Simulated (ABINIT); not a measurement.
The system is CuCl2.

```xyz
3
Lattice="4.5206 0.0000 0.0000 0.0000 4.5206 0.0000 0.0000 0.0000 4.3177" Properties=species:S:1:pos:R:3 pbc="T T T"
Cu    0.0000    0.0000    0.0000
Cl    0.0000    2.2603    0.0000
Cl    2.2603    0.0000    0.0000
```

Measurements of this composition are mostly on another form, of space group No. 12.

| Quantity | Value |
| --- | --- |
| Program | ABINIT 10.8.3 (patched build) |
| Task | relaxation of cell and atoms |
| Functional | LDA |
| Potentials or basis | PseudoDojo NC SR LDA v0.4.1 standard |
| Cutoff | 1252 eV |
| k mesh | 4 × 4 × 4 |
| Occupations | fermi-dirac, width 0.05 eV |
| Spin | no spin polarisation |

At the start: pressure -3.6 GPa; volume 29.41 Å³/atom.

Task: Where does the relaxation end?

Result: Over 13 steps the energy falls by 41.9 meV/atom and the volume is 23.53 Å³/atom (-20.0 %); space group P4/mmm (No. 123, to 0.05 Å).

The path:
| step | energy change (eV) | largest force (eV/Å) | pressure (GPa) | volume (Å³) |
| --- | --- | --- | --- | --- |
| 1 | 0.0000 | 0.0000 | -3.56 | 88.24 |
| 2 | -0.0271 | 0.0000 | -3.07 | 87.28 |
| 3 | -0.0881 | 0.0000 | 0.43 | 81.99 |
| 4 | -0.0901 | 0.0000 | -0.23 | 82.78 |
| 5 | -0.0903 | 0.0000 | -0.18 | 82.68 |
| 6 | -0.0914 | 0.0000 | 0.08 | 81.90 |
| 7 | -0.0938 | 0.0000 | 0.40 | 80.42 |
| 8 | -0.1014 | 0.0000 | 1.16 | 75.85 |
| 9 | -0.1084 | 0.0000 | 2.14 | 69.06 |
| 10 | -0.1173 | 0.0000 | 1.19 | 71.24 |
| 11 | -0.1256 | 0.0000 | 0.11 | 70.71 |
| 12 | -0.1257 | 0.0000 | 0.01 | 70.54 |
| 13 | -0.1257 | 0.0000 | 0.00 | 70.60 |

Final structure:
```
Cu Cl
1.0
     4.38531    0.00000    0.00000
     0.00000    4.38531    0.00000
     0.00000    0.00000    3.67117
Cu Cl
1 2
Cartesian
  0.0000 0.0000 0.0000
  0.0000 2.1927 0.0000
  2.1927 0.0000 0.0000
```

Caveat: the k mesh is coarse (spacing up to 0.36 Å⁻¹), so the values aren't converged; the volume moved by over 15 % at a fixed basis, so the end points are rough; an odd number of electrons without spin polarisation forces a metal; a magnetic or distorted state may lie lower; the run has no spin polarisation, though such a crystal can be magnetic.
